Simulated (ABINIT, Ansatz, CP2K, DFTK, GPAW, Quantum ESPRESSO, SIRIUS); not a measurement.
Ge: 8 runs at one level of theory

```
Ge
1.0
     4.09041    0.00000    0.00000
    -2.04520    3.54240    0.00000
     0.00000    0.00000    3.32658
Ge
2
Cartesian
  2.0452 1.1808 0.4686
  0.0000 2.3616 2.8580
```

This isn't the form of Ge at room conditions, which is diamond.

Alike in all runs: task single point; functional PBE; k mesh 8 × 8 × 8; occupations fermi-dirac, width 0.05 eV; no spin polarisation; no spin-orbit coupling. Pressure is positive in compression and, in plane waves, holds the error of the finite cutoff, which Ansatz's Pulay term estimates and takes out.

| program and potentials | plane-wave cutoff (eV) | notes | pressure (GPa) |
| --- | --- | --- | --- |
| DFTK, PseudoDojo SR PBE 0.4.1 standard (PBE) | 1061 | 14 valence electrons an atom on average | -1.54 |
| Ansatz, Ansatz PAW (earlier soft set) | 420 | 14 valence electrons an atom on average; Pulay term of +0.02 GPa included | -1.57 |
| CP2K, POTENTIAL_UZH Ge GTH-PBE-q4; TZVP-MOLOPT-PBE-GTH basis | - | atomic basis; 4 valence electrons an atom on average | -1.25 |
| Ansatz, all-electron LAPW, scalar-relativistic | - | - | -1.57 |
| GPAW, GPAW PAW data sets (gpaw-data 1.2.1) | 600 | 4 valence electrons an atom on average | -1.60 |
| SIRIUS, PseudoDojo 0.4.1 PBE standard (scalar relativistic) | 1078 | 14 valence electrons an atom on average | -1.52 |
| Quantum ESPRESSO, SSSP 1.3 efficiency PBE | 748 | 14 valence electrons an atom on average | -1.63 |
| ABINIT, JTH PAW PBE v2.0 | 599 | 14 valence electrons an atom on average | -2.02 |

Force on atom 1 (Ge), eV/Å:

```json
{"program and potentials": "CP2K, POTENTIAL_UZH Ge GTH-PBE-q4; TZVP-MOLOPT-PBE-GTH basis", "x": "0.000", "y": "0.000", "z": "0.025"}
{"program and potentials": "GPAW, GPAW PAW data sets (gpaw-data 1.2.1)", "x": "0.000", "y": "0.000", "z": "0.022"}
```

The pressure spans -2.02 (ABINIT, JTH PAW PBE v2.0) to -1.25 GPa (CP2K, POTENTIAL_UZH Ge GTH-PBE-q4; TZVP-MOLOPT-PBE-GTH basis), with all-electron results at -1.57. Rows in atomic bases carry the error of their basis and grid, which can be large.

Differences between rows come from potentials, basis sets and numerical settings, since the functional is the same but for its coding. Runs on potential files found faulty are left out.
